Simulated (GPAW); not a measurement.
The system is Ge.

```
CELL_PARAMETERS angstrom
0.00000 2.82891 2.82891
2.82891 0.00000 2.82891
2.82891 2.82891 0.00000
ATOMIC_POSITIONS crystal
Ge 0.75000 0.75000 0.75000
Ge 0.50000 0.50000 0.50000
```

Base run:

* Program: GPAW 26.7.0
* Functional: LDA
* Potentials or basis: the program's PAW data sets (release 1.2.1) made for this functional
* Cutoff: 450 eV
* Basis: pw
* k mesh: 7 × 7 × 7
* Occupations: fermi-dirac, width 0.001 eV
* Spin: no spin polarisation

Its results: band gap on the k mesh none (metal or under the smearing width); electronic dielectric tensor (diagonal) 41.64.

Problem. The run is repeated on the same cell with these changes: functional from LDA to RPBE. What comes out?

Solution. Band gap on the k mesh 0.20 eV, direct; electronic dielectric tensor (diagonal) 34.15.

Caveats: the long-wavelength limit can be off by a per cent or two; the gap is small at this level, which inflates the dielectric constant (some runs); an odd mesh through Γ misses points on the zone boundary, where band edges often lie (some runs).
